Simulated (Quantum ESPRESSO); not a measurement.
# Si (P-1) in Quantum ESPRESSO: a series of runs, part 2 of 2

Quantum ESPRESSO 7.5. Earlier steps stand in the parts before.

## Step 3: Single point, vdW-DF

The input, run.py:

```python
import numpy as np
from ase.calculators.espresso import Espresso, EspressoProfile
from ase.io import read

atoms = read('Si.xyz')

input_data = {
    'control': {'calculation': 'scf', 'prefix': 'pwscf', 'outdir': './tmp', 'tprnfor': True, 'tstress': True, 'disk_io': 'nowf'},
    'system': {'ecutwfc': 40.0, 'nbnd': 7, 'input_dft': 'vdw-df', 'occupations': 'smearing', 'smearing': 'mp', 'degauss': 0.01469973},
    'electrons': {'conv_thr': 2e-10, 'electron_maxstep': 120, 'mixing_beta': 0.5},
}
pseudopotentials = {'Si': '14_Si_4_1.9_1.9_pbe_n_v1.0.upf'}
profile = EspressoProfile(command='pw.x', pseudo_dir='pseudo')
dft = Espresso(profile=profile, input_data=input_data, pseudopotentials=pseudopotentials, kpts=(10, 14, 11), koffset=(0, 0, 0))
atoms.calc = dft

print(f'energy {atoms.get_potential_energy():.8f} eV')
print('forces (eV/A)')
print(np.round(atoms.get_forces(), 6))
print('stress (eV/A^3, Voigt)')
print(np.round(atoms.get_stress(), 8))
print(f'Fermi level {dft.get_fermi_level():.4f} eV')
```

The input, Si.xyz:

```xyz
1
Lattice="-0.3815112600 1.9002978700 1.9720425700 1.6960999500 0.0269397800 1.5635915300 1.9685575700 1.7643044500 -0.2455178400" Properties=species:S:1:pos:R:3 pbc="T T T"
Si     0.0000000000      0.0000000000      0.0000000000
```

Potentials or basis: SPMS 1.0 PBE.

The run is started by

```console
OMP_NUM_THREADS=1 python run.py
```

Log:

```text
energy -114.52718153 eV
forces (eV/A)
[[0. 0. 0.]]
stress (eV/A^3, Voigt)
[-0.19465951 -0.05351941 -0.14516715  0.04391272 -0.07657894 -0.0325138 ]
Fermi level 11.6301 eV
```

espresso.pwi:

```text
&CONTROL
   calculation      = 'scf'
   tstress          = .true.
   tprnfor          = .true.
   outdir           = './tmp'
   prefix           = 'pwscf'
   disk_io          = 'nowf'
   pseudo_dir       = 'pseudo'
/
&SYSTEM
   nbnd             = 7
   ecutwfc          = 40.0
   occupations      = 'smearing'
   degauss          = 0.01469973
   smearing         = 'mp'
   input_dft        = 'vdw-df'
   ntyp             = 1
   nat              = 1
   ibrav            = 0
/
&ELECTRONS
   electron_maxstep = 120
   conv_thr         = 2e-10
   mixing_beta      = 0.5
/
&IONS
/
&CELL
/
&FCP
/
&RISM
/
ATOMIC_SPECIES
Si 28.085 14_Si_4_1.9_1.9_pbe_n_v1.0.upf

K_POINTS automatic
10 14 11  0 0 0

CELL_PARAMETERS angstrom
-0.38151126000000 1.90029787000000 1.97204257000000
1.69609995000000 0.02693978000000 1.56359153000000
1.96855757000000 1.76430445000000 -0.24551784000000

ATOMIC_POSITIONS angstrom
Si 0.0000000000 0.0000000000 0.0000000000
```

espresso.pwo:

```text
This program is part of the open-source Quantum ESPRESSO suite
     for quantum simulation of materials; please cite
         "P. Giannozzi et al., J. Phys.:Condens. Matter 21 395502 (2009);
         "P. Giannozzi et al., J. Phys.:Condens. Matter 29 465901 (2017);
         "P. Giannozzi et al., J. Chem. Phys. 152 154105 (2020);
     in publications or presentations arising from this work. More details at

Warning: card &CELL ignored
Warning: card &FCP ignored
Warning: card &RISM ignored

     IMPORTANT: XC functional enforced from input :
     Exchange-correlation= VDW-DF
                           (   1   4   4   0   1   0   0)
     Any further DFT definition will be discarded
     Please, verify this is what you really want

     Message from routine setup:
     using ibrav=0 with symmetry is DISCOURAGED, use correct ibrav instead

     G-vector sticks info
     --------------------
     sticks:   dense  smooth     PW     G-vecs:    dense   smooth      PW
     Sum         267     267    101                 3127     3127     719

     Using Slab Decomposition

     bravais-lattice index     =            0
     lattice parameter (alat)  =       5.2252  a.u.
     unit-cell volume          =      91.0492 (a.u.)^3
     number of atoms/cell      =            1
     number of atomic types    =            1
     number of electrons       =         4.00
     number of Kohn-Sham states=            7
     kinetic-energy cutoff     =      40.0000  Ry
     charge density cutoff     =     160.0000  Ry
     scf convergence threshold =      2.0E-10
     mixing beta               =       0.5000
     number of iterations used =            8  plain     mixing
     Exchange-correlation= VDW-DF
                           (   1   4   4   0   1   0   0)

     celldm(1)=   5.225233  celldm(2)=   0.000000  celldm(3)=   0.000000
     celldm(4)=   0.000000  celldm(5)=   0.000000  celldm(6)=   0.000000

     crystal axes: (cart. coord. in units of alat)
               a(1) = (  -0.137975   0.687250   0.713197 )
               a(2) = (   0.613401   0.009743   0.565479 )
               a(3) = (   0.711937   0.638068  -0.088792 )

     reciprocal axes: (cart. coord. in units 2 pi/alat)
               b(1) = ( -0.566715  0.716152  0.602403 )
               b(2) = (  0.808662 -0.776398  0.904596 )
               b(3) = (  0.598049  0.807733 -0.662649 )

     PseudoPot. # 1 for Si read from file:
     14_Si_4_1.9_1.9_pbe_n_v1.0.upf
     Pseudo is Norm-conserving + core correction, Zval =  4.0
     Generated using ONCVPSP code by D. R. Hamann
     Using radial grid of 1524 points,  6 beta functions with:
                l(1) =   0
                l(2) =   0
                l(3) =   1
                l(4) =   1
                l(5) =   2
                l(6) =   2

     atomic species   valence    mass     pseudopotential
     Si                4.00    28.08500     Si( 1.00)

      2 Sym. Ops., with inversion, found

   Cartesian axes

     site n.     atom                  positions (alat units)
         1        Si     tau(   1) = (   0.0000000   0.0000000   0.0000000  )

     number of k points=   772  Methfessel-Paxton smearing, width (Ry)=  0.0147

     Number of k-points >= 100: set verbosity='high' to print them.

     Dense  grid:     3127 G-vectors     FFT dimensions: (  24,  18,  24)

     Initial potential from superposition of free atoms

     starting charge       3.9994, renormalised to       4.0000

     %%%%%%%%%%%%%%%%%%%%%%%%%%%%%%%%%%%%%%%%%%%%%%%%%%%%%%%%%%%%%%%%%%%%%%%%
     %                                                                      %
     % You are using vdW-DF, which was implemented by the Thonhauser group. %
     % Please cite the following two papers that made this development      %
     % possible and the two reviews that describe the various versions:     %
     %                                                                      %
     %   T. Thonhauser et al., PRL 115, 136402 (2015).                      %
     %   T. Thonhauser et al., PRB 76, 125112 (2007).                       %
     %   K. Berland et al., Rep. Prog. Phys. 78, 066501 (2015).             %
     %   D.C. Langreth et al., J. Phys.: Condens. Matter 21, 084203 (2009). %
     %                                                                      %
     % If you are calculating stress with vdW-DF, please also cite:         %
     %                                                                      %
     %   R. Sabatini et al., J. Phys.: Condens. Matter 24, 424209 (2012).   %
     %                                                                      %
     %%%%%%%%%%%%%%%%%%%%%%%%%%%%%%%%%%%%%%%%%%%%%%%%%%%%%%%%%%%%%%%%%%%%%%%%

     %%%%%%%%%%%%%%%%%%%%%%%%%%%%%%%%%%%%%%%%%%%%%%%%%%%%%%%%%%%%%%%%%%%%%%%%
     %                                                                      %
     %  vdW-DF NEWS:                                                        %
     %                                                                      %
     %  * vdW-DF3 is now available. DOI: 10.1021/acs.jctc.0c00471           %
     %    use with input_dft = 'vdW-DF3-opt1' or 'vdW-DF3-opt2'             %
     %                                                                      %
     %  * Unscreened and range-separated hybrid vdW-DF-cx functionals       %
     %    DOI: 10.1063/1.4986522 and 10.1088/1361-648X/ac2ad2               %
     %    use with input_dft = 'vdW-DF-cx0'    and 'vdW-DF-ahcx'            %
     %  * Unscreened and range-separated hybrid vdW-DF2-b86r functionals    %
     %    DOI: 10.1063/1.4986522 and DOI: 10.1103/PhysRevX.12.041003        %
     %    use with input_dft = 'vdW-DF2-br0' and 'vdW-DF2-ahbr'             %
     %                                                                      %
     %%%%%%%%%%%%%%%%%%%%%%%%%%%%%%%%%%%%%%%%%%%%%%%%%%%%%%%%%%%%%%%%%%%%%%%%

     Starting wfcs are    4 randomized atomic wfcs +    3 random wfcs

     Self-consistent Calculation

     iteration #  1     ecut=    40.00 Ry     beta= 0.50
     Davidson diagonalization with overlap
     ethr =  1.00E-02,  avg # of iterations =  6.3

     Threshold (ethr) on eigenvalues was too large:
     Diagonalizing with lowered threshold

     Davidson diagonalization with overlap
     ethr =  2.13E-04,  avg # of iterations =  2.5

     total energy              =      -8.41752998 Ry
     estimated scf accuracy    <       0.00842795 Ry
[... 12 lines left out ...]
     total energy              =      -8.41758877 Ry
     estimated scf accuracy    <       0.00003094 Ry

     iteration #  4     ecut=    40.00 Ry     beta= 0.50
     Davidson diagonalization with overlap
     c_bands:  1 eigenvalues not converged
     ethr =  7.73E-07,  avg # of iterations =  3.9

     total energy              =      -8.41759313 Ry
     estimated scf accuracy    <       0.00000069 Ry

     iteration #  5     ecut=    40.00 Ry     beta= 0.50
     Davidson diagonalization with overlap
     ethr =  1.72E-08,  avg # of iterations =  2.0
[... 11 lines left out ...]
     iteration #  7     ecut=    40.00 Ry     beta= 0.50
     Davidson diagonalization with overlap
     ethr =  8.18E-11,  avg # of iterations =  2.2

     End of self-consistent calculation

     Number of k-points >= 100: set verbosity='high' to print the bands.

     the Fermi energy is    11.6301 ev

!    total energy              =      -8.41759332 Ry
     estimated scf accuracy    <          4.3E-11 Ry
     smearing contrib. (-TS)   =      -0.00001503 Ry
     internal energy E=F+TS    =      -8.41757829 Ry

     The total energy is F=E-TS. E is the sum of the following terms:
     one-electron contribution =       4.84897141 Ry
     hartree contribution      =       0.08757520 Ry
     xc contribution           =      -3.20789080 Ry
     ewald contribution        =     -10.14623411 Ry

     convergence has been achieved in   7 iterations

     Forces acting on atoms (cartesian axes, Ry/au):

     atom    1 type  1   force =     0.00000000    0.00000000    0.00000000

     Total force =     0.000000     Total SCF correction =     0.000000

     Computing stress (Cartesian axis) and pressure

          total   stress  (Ry/bohr**3)                   (kbar)     P=      210.07
   0.00212011   0.00035412   0.00083405          311.88       52.09      122.69
   0.00035412   0.00058290  -0.00047827           52.09       85.75      -70.36
   0.00083405  -0.00047827   0.00158107          122.69      -70.36      232.58

=------------------------------------------------------------------------------=
   JOB DONE.
=------------------------------------------------------------------------------=
```

Run time: 98 s. Hardware: 1 thread of Intel Xeon Platinum 8488C (Sapphire Rapids), shared host; peak memory 0.08 GiB.

What came out:

| Item | Value |
| --- | --- |
| Free energy | -114.5272 eV |
| Pressure | 21.0 GPa |
| Band gap on the k mesh | none (metal or under the smearing width) |

Stress tensor (GPa, compression positive):
```
31.19  5.21 12.27
 5.21  8.57 -7.04
12.27 -7.04 23.26
```

Caveat: the potentials were made for another functional, which shifts forces and pressure; so large a pressure means that the cell lies far from this level's equilibrium, or that cutoff or potentials fall short.

## Step 4: The reference run

An earlier run on the cell as given: functional PBE; potentials or basis SSSP 1.3 efficiency PBE; cutoff 748 eV; density cutoff 5987 eV; k mesh 10 × 14 × 11; occupations fermi-dirac, width 0.05 eV; no spin polarisation.

- Pressure: 15.1 GPa
- Band gap on the k mesh: none (metal or under the smearing width)
